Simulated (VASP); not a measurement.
Set up this calculation in VASP 6.6.1, as the native input.

```
Task                               : band structure
Functional                         : PBE
Potentials or basis                : VASP PAW PBE potentials, release 64 (Cd, F)
Cutoff                             : 520 eV
k mesh                             : 6 × 6 × 6
Occupations                        : gaussian, width 0.03 eV
Spin                               : no spin polarisation
Grid for exact exchange (PRECFOCK) : Fast
Further INCAR settings             : ALGO = Fast; EDIFF = 1e-06; NBANDS = 20
```

The structure of CdF2 lies in POSCAR:

```
CdF2                                    
1.0
    0.0000000000      2.6969680788      2.6969680788
    2.6969680788      0.0000000000      2.6969680788
    2.6969680788      2.6969680788      0.0000000000
  Cd              F             
     1     2
Direct
     0.0000000000000000    0.0000000000000000    0.0000000000000000
     0.2500000000000000    0.2500000000000000    0.2500000000000000
     0.7500000000000000    0.7500000000000000    0.7500000000000000
```

One way to write it, as run:

INCAR

```
PREC = Accurate ; ENCUT = 520
EDIFF = 1E-6 ; ISMEAR = 0
SIGMA = 0.03 ; LREAL = False
LASPH = True ; NELM = 80
ALGO = Fast ; ISIF = 2
LWAVE = False ; LCHARG = False
GGA = PE ; NBANDS = 20
KPAR = 4
```

KPOINTS

```
regular mesh
0
Gamma
  6 6 6
```

KPOINTS_OPT

```
explicit points
6
Reciprocal
 0.0000000000  0.0000000000  0.0000000000 1
 0.3750000000  0.3750000000  0.7500000000 1
 0.5000000000  0.5000000000  0.5000000000 1
 0.6250000000  0.2500000000  0.6250000000 1
 0.5000000000  0.2500000000  0.7500000000 1
 0.5000000000  0.0000000000  0.5000000000 1
```

Potentials or basis: VASP PAW PBE potentials, release 64 (Cd, F).

The run is started by

```sh
$ cat potpaw_PBE.64/Cd/POTCAR potpaw_PBE.64/F/POTCAR > POTCAR
$ mpirun -np 4 vasp_std > vasp.out
```

It gave:

```yaml
Pressure: 5.8 GPa
Band_gap_on_the_k_mesh: 3.08 eV, indirect (least direct gap 3.56 eV)
Band_gap_along_the_path: 3.06 eV, indirect (least direct gap 3.56 eV)
```

Run time: 5.2 s on 4 MPI ranks on Intel(R) Xeon(R) 6975P-C (Granite Rapids) (shared host), peak memory 0.15 GiB a rank.
